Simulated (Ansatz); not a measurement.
# Sn (I4_1/amd) in Ansatz: further runs, part 2 of 2

Ansatz 0.2.0.

## (3) Single point, PBE

input.yaml reads:

```yaml
crystal:
  lattice:
    - [-2.9401404553, 2.9401404553, 1.5993019889]
    - [2.9401404553, -2.9401404553, 1.5993019889]
    - [2.9401404553, 2.9401404553, -1.5993019889]
  atoms:
    - { symbol: Sn, position: [0.0, 0.0, 0.0] }
    - { symbol: Sn, position: [0.75, 0.25, 0.5] }
kpoints:
  mp_grid: { grid: [6, 6, 6] }
scf:
  occupations: { method: fermi_dirac, width: 0.06 }
hamiltonian:
  xc: pbe
  pseudopotentials: { kind: all_electron, lapw: { basis_error: 0.002 } }
output:
  forces: true
  stress: true
  eigenvalues: true
```

Potentials or basis: all-electron LAPW, scalar-relativistic.

The run is started by

```console
> ansatz run input.yaml --threads 1 --pin off --max-ram 3072MiB --backend cpu --events-out ev --progress --plain --runs-dir out
```

The log of the run:

```text
Warning: RAYON_NUM_THREADS=1 ignored (pool sized by the plan → 1); use --threads N
LAPW: plane waves up to 7.084 Å⁻¹, error target 2.0e-3 eV per atom; small_component_spin mean_spin; Sn in spheres of 1.523 Å, 22 of its electrons in bands, Dirac shells [] (how accurate: hamiltonian.pseudopotentials.lapw.basis_error, Limitations)
Engine: ansatz 0.2.0, x86_64-unknown-linux-gnu
Pseudopotentials: kind: all_electron
Pseudopotential: Sn, LAPW, valence charge 22, lapw/all_electron/scalar/gaussian/Sn, Koelling and Harmon's equation, gaussian nucleus
Functional definition: PBE
  parameter kappa = 0.804
  parameter beta = 0.06672455060314922
  exchange = pbe_x(kappa = kappa, mu = beta*pi^2/3)
  correlation = pbe_c(beta = beta)
Crystal: 2 atoms, lattice volume = 55.300 Å³
Basis set: ecut = 191.2197772931885 eV, 327 PW (Γ), FFT grids on a1+a2, a2, a3, exchange–correlation at level 2
Bands: 27, of which v1, the nominal top of the filled ones, is band 22 counted from 1 (21 counted from 0)
Symmetry: 16 space group operations
Space group: I41/amd (ITA 141), of the structure as read, at distance tolerance 3.8e-5 Å
k-points: 30 of 216
Non-local potential: Sn, projectors of the file, none
Initial density: superposition of atomic densities (chi_scale 0.1, normalization cell)
Initial wavefunctions: plane waves of lowest kinetic energy (no species holds an atomic orbital)
Functional: x = pbe(κ = 0.804, μ = 0.2195149727645171), c = pbe(β = 0.06672455060314922)
iter 1 solved again at ethr=8.03e-5 eV; its pass at ethr=1.00e-1 eV (dr2=3.53e-2 eV) is discarded
SCF iter   1: F=—  HF=-336178.791198 eV  |F-HF|=—  |Δ(HF+E_count)|=         —  Δρ=9.50e-3  dr2=3.55e-2  ethr=8.03e-5  ⟨swp⟩=3.0  Hψ=5537  notcnv=0
preconditioner: auto → Kerker (q_TF=auto, 2.626 Å⁻¹)  [metal: Δε(μ)=0.088 eV  Ē_g=20.771 eV  σ=0.060 eV  W_gap=0.34  n_scr=16 (ndim 8)  ℏωp=26.4 eV  f_vac=0.000  D(μ)=1.18/eV (n_scr^D=4)]
SCF iter   2: F=—  HF=-336178.771821 eV  |F-HF|=—  |Δ(HF+E_count)|=   1.94e-2  Δρ=6.36e-3  dr2=1.83e-2  ethr=8.03e-5  ⟨swp⟩=2.0  Hψ=2424  notcnv=0
SCF iter   3: F=—  HF=-336178.773684 eV  |F-HF|=—  |Δ(HF+E_count)|=   1.86e-3  Δρ=3.43e-3  dr2=5.96e-3  ethr=4.15e-5  ⟨swp⟩=2.0  Hψ=2414  notcnv=0
SCF iter   4: F=—  HF=-336178.774942 eV  |F-HF|=—  |Δ(HF+E_count)|=   1.26e-3  Δρ=1.22e-3  dr2=9.58e-4  ethr=1.35e-5  ⟨swp⟩=2.0  Hψ=2413  notcnv=0
iter 5 solved again at ethr=9.35e-8 eV; its pass at ethr=2.18e-6 eV (dr2=4.11e-5 eV) is discarded
SCF iter   5: F=—  HF=-336178.775116 eV  |F-HF|=—  |Δ(HF+E_count)|=   1.74e-4  Δρ=2.22e-4  dr2=4.13e-5  ethr=9.35e-8  ⟨swp⟩=2.0  Hψ=4074  notcnv=0
SCF iter   6: F=—  HF=-336178.775123 eV  |F-HF|=—  |Δ(HF+E_count)|=   7.72e-6  Δρ=9.40e-5  dr2=7.71e-6  ethr=9.35e-8  ⟨swp⟩=2.0  Hψ=2412  notcnv=0
SCF iter   7: F=—  HF=-336178.775127 eV  |F-HF|=—  |Δ(HF+E_count)|=   3.24e-6  Δρ=2.28e-5  dr2=4.09e-7  ethr=1.75e-8  ⟨swp⟩=3.0  Hψ=2523  notcnv=0
SCF iter   8: F=-336178.775127 eV  HF=-336178.775127 eV  |F-HF|=1.14e-8  |Δ(HF+E_count)|=   4.58e-8  Δρ=6.30e-6  dr2=1.63e-8  ethr=9.29e-10  ⟨swp⟩=2.0  Hψ=2412  notcnv=0
SCF 1 converged in 8 iterations: F = -336178.775127 eV  dr2 = 1.63e-8
SCF converged after 8 iterations
Free energy (F): -336178.775127 eV
Harris-Foulkes:  -336178.775127 eV  (|F-HF|=1.14e-8)
Internal energy: -336178.759823 eV  (E = F + TS)
E sigma→0 (E₀):  -336178.767475 eV
Entropy (-TS):   -0.015304 eV (-7.652 meV/atom)
Fermi energy:    13.489178 eV
--- Per-component energies (eV) ---
  E_band       = -1416.229157
  E_kinetic    = 353567.631896
  E_xc         = -8995.509420
  E_electrostatic = -680750.882298  (all electrons and nuclei)
  E_smearing   = -0.015304  (= −TS)
  E_closure    = 0.000000  (closes the sum)
  E_atoms      = -336171.220692  (free atoms, spherical and without spin; not in F)
  Σ components = -336178.775127   (vs F -336178.775127, Δ=0.00e0)
  Basis errors (estimates in eV, not in F): energy 6.5e-4 per atom: plane waves 6.1e-4 (3.4e-4 summed), levels above the bands 3.4e-48, relativity 7.9e-8, radial functions 3.4e-5, core shells 2.9e-9; eigenvalues (radial functions only) 4.9e-6; not estimated: angular momenta, meshes, grids; target (lapw.basis_error) 2.0e-3; muffin-tin radii Sn 1.523 Å
--- Forces (eV/Å), atoms counted from 1 ---
  atom   1  Sn     0.00000000    -0.00000000     0.00000000
  atom   2  Sn     0.00000000    -0.00000000     0.00000000
  max |Σ_I F_I| component: 6.51e-19 eV/Å
--- Stress (GPa, compression-positive) ---
        1.873578       0.000000       0.000000
        0.000000       1.873578      -0.000000
        0.000000      -0.000000       0.429952
  P = ⅓ Tr σ = 1.3924 GPa (13.924 kbar)
--- Band table (eV; the first three rows and the last of 30) ---
  k-point 0: bands = ["-116.0358", "-116.0351", "-71.8317", "-71.8314", "-71.8151", "-71.8151", "-71.8084", "-71.8084", "-8.2782", "-8.2060", "-8.1582", "-8.1538", "-8.0107", "-8.0107", "-8.0005", "-8.0005", "-7.9145", "-7.8100", "2.3592", "9.6498", "11.4226", "11.4226", "16.3528", "19.4780", "19.4780", "20.0934", "20.1938"]
  k-point 1: bands = ["-116.0358", "-116.0351", "-71.8317", "-71.8315", "-71.8146", "-71.8146", "-71.8089", "-71.8088", "-8.2568", "-8.2093", "-8.1664", "-8.1405", "-8.0211", "-8.0000", "-7.9954", "-7.9924", "-7.9272", "-7.8317", "2.6052", "8.1901", "11.7138", "12.4480", "17.4654", "17.8649", "18.3218", "19.9009", "20.0738"]
  k-point 2: bands = ["-116.0356", "-116.0353", "-71.8317", "-71.8316", "-71.8134", "-71.8133", "-71.8101", "-71.8100", "-8.2131", "-8.1984", "-8.1902", "-8.0935", "-8.0568", "-7.9932", "-7.9814", "-7.9695", "-7.9574", "-7.8825", "3.3420", "6.2202", "12.5706", "13.6110", "15.7611", "16.4877", "19.4620", "19.5675", "20.2901"]
  k-point 29: bands = ["-116.0355", "-116.0355", "-71.8316", "-71.8316", "-71.8156", "-71.8156", "-71.8079", "-71.8079", "-8.2167", "-8.2167", "-8.0272", "-8.0272", "-8.0177", "-8.0177", "-8.0081", "-8.0081", "-7.9964", "-7.9964", "5.8468", "5.8468", "8.6538", "8.6538", "18.3555", "18.3555", "22.5468", "22.5468", "25.8279"]
```

Wall time 4.5 s (1 thread of Intel Xeon Platinum 8488C (Sapphire Rapids), shared host); peak memory 0.31 GiB.

What came out:

```
Free energy            : -336178.7751 eV
Pressure               : 1.4 GPa
Band gap on the k mesh : none (metal or under the smearing width)
```

Stress tensor (GPa, compression positive):
```
1.87 0.00 0.00
0.00 1.87 0.00
0.00 0.00 0.43
```

Caveat: the k mesh is coarse (spacing up to 0.37 Å⁻¹), so the values aren't converged; the k mesh is thin for a metal, which can move the energy by tens of meV per atom.

## (4) Relaxation of cell and atoms, BLYP+D4

input.yaml reads:

```yaml
crystal:
  lattice:
    - [-2.9401404553, 2.9401404553, 1.5993019889]
    - [2.9401404553, -2.9401404553, 1.5993019889]
    - [2.9401404553, 2.9401404553, -1.5993019889]
  atoms:
    - { symbol: Sn, position: [0.0, 0.0, 0.0] }
    - { symbol: Sn, position: [0.75, 0.25, 0.5] }
kpoints:
  mp_grid: { grid: [9, 9, 9] }
scf:
  occupations: { method: fermi_dirac, width: 0.05 }
hamiltonian:
  xc: blyp
  dispersion: d4
  pseudopotentials: { kind: all_electron, lapw: { basis_error: 0.001 } }
output:
  forces: true
  stress: true
relax:
  f_tol: 0.005
  max_steps: 60
  cell: {}
```

The run is started by

```console
> ansatz run input.yaml --threads 1 --pin off --max-ram 3072MiB --backend cpu --events-out ev --progress --plain --runs-dir out
```

Run time: 31 s. Hardware: 1 thread of Intel Xeon Platinum 8488C (Sapphire Rapids), shared host; peak memory 0.45 GiB.

Results (log left out):

* Free energy: -336212.8464 eV
* Relaxed volume: 28.41 Å³/atom
* Relaxed cell: a = 4.499 Å, b = 4.499 Å, c = 4.499 Å, α = 97.36°, β = 97.36°, γ = 138.07°
* Space group after relaxing (to 0.05 Å): I4_1/amd (No. 141)
* Energy gained by relaxing: 3.2 meV/atom
* Ionic steps: 4
* Pressure after relaxing: 0.0 GPa

The path:
```
step  energy change (eV)  largest force (eV/Å)  volume (Å³)
   1              0.0000                0.0000        55.30
   2             -0.0057                0.0000        57.31
   3             -0.0063                0.0000        56.83
   4             -0.0063                0.0000        56.83
```

Final structure:
```xyz
2
Lattice="-2.9707 2.9707 1.6099 2.9707 -2.9707 1.6099 2.9707 2.9707 -1.6099" Properties=species:S:1:pos:R:3 pbc="T T T"
Sn    0.0000    0.0000    0.0000
Sn    0.0000    2.9707    0.8049
```

## (5) Summary

| task | level | cell | k mesh | cutoff (eV) | smearing | basis error allowed | mesh quality | pressure (GPa) | relaxed volume (Å³/atom) |
| --- | --- | --- | --- | --- | --- | --- | --- | --- | --- |
| relaxation of cell and atoms | BLYP+D3(BJ) | relaxed | 9 × 9 × 9 | - | fermi-dirac 0.05 eV | 0.001 eV/atom | not flagged | 0.0 | 27.91 |
| single point | PBE | as given | 6 × 6 × 6 | 191 | fermi-dirac 0.06 eV | 0.002 eV/atom | coarse | 1.4 | - |
| relaxation of cell and atoms | BLYP+D4 | relaxed | 9 × 9 × 9 | - | fermi-dirac 0.05 eV | 0.001 eV/atom | not flagged | 0.0 | 28.41 |

Alike in all rows: potentials or basis all-electron LAPW, scalar-relativistic; no spin polarisation.

Caveats: some runs use coarse meshes; the k mesh is thin for a metal, which can move the energy by tens of meV per atom (some runs).

Compare energies only between runs with the same functional and basis.
